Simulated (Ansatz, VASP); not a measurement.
## SbSe2 in VASP and in Ansatz

The input INCAR:

```
SYSTEM = SbSe2
PREC = Accurate
ENCUT = 520
EDIFF = 1E-6
ISMEAR = 0
SIGMA = 0.1
LREAL = .False.
LASPH = .True.
NELM = 100
ALGO = Normal
ISIF = 2
LWAVE = .False.
LCHARG = .True.
GGA = PE
LELF = .True.
LVHAR = .True.
NBANDS = 16
```

Contents of KPOINTS:

```
regular mesh
0
Gamma
  4 4 4
  0 0 0
```

The input POSCAR:

```
SbSe2
1.0
    3.9411870300      0.0000000000      0.0000000000
    0.0000000000      3.9411870300      0.0000000000
    0.0000000000      0.0000000000      5.8439035700
Sb Se
1 2
Direct
    0.0000000000      0.0000000000      0.5000000000
    0.5000000000      0.0000000000      0.7777620000
    0.0000000000      0.5000000000      0.2222380000
```

Input for Ansatz:

```yaml
crystal:
  lattice:
    - [3.94118703, 0.0, 0.0]
    - [0.0, 3.94118703, 0.0]
    - [0.0, 0.0, 5.84390357]
  atoms:
    - { symbol: Sb, position: [0.0, 0.0, 0.5] }
    - { symbol: Se, position: [0.5, 0.0, 0.777762] }
    - { symbol: Se, position: [0.0, 0.5, 0.222238] }
basis:
  ecutwfc: 420
kpoints:
  mp_grid: { grid: [4, 4, 4] }
hamiltonian:
  xc: pbe
scf:
  occupations: { method: gaussian, width: 0.1 }
  lower_state_search: "off"
output:
  forces: true
  stress: true
  eigenvalues: true
```

Change from the starting cell: species swapped into the AgI2 type (P-4m2, No. 115).

Alike in both runs: task single point; functional PBE; k mesh 4 × 4 × 4; occupations gaussian, width 0.1 eV; no spin polarisation.

|  | VASP | Ansatz |
| --- | --- | --- |
| version | VASP 6.6.1 | Ansatz 0.2.0 |
| potentials or method | VASP PAW PBE potentials, release 64 (Sb, Se) | scalar-relativistic, plane waves, PAW |
| plane-wave cutoff (eV) | 520 | 420 |
| valence electrons in the cell | 17 | 47 |

```csv
,VASP,Ansatz,Ansatz less VASP
gap on the k mesh at the Fermi level (eV),none,none,-
pressure (GPa),6.0,5.9,-0.10
largest component of the traceless stress (GPa),1.58,1.58,+0.004
rms of the force components (eV/Å),0.320,0.312,-0.0079
```

Atom by atom the forces differ by 0.008 eV/Å (rms over components). A gap of «none» marks a metal or a gap that the smearing closes. The two sets of potentials don't hold the same shells in valence.

Caveats: the k mesh is coarse (spacing up to 0.40 Å⁻¹), so the values aren't converged. The runs have no spin-orbit coupling, so splittings on Sb are missing.
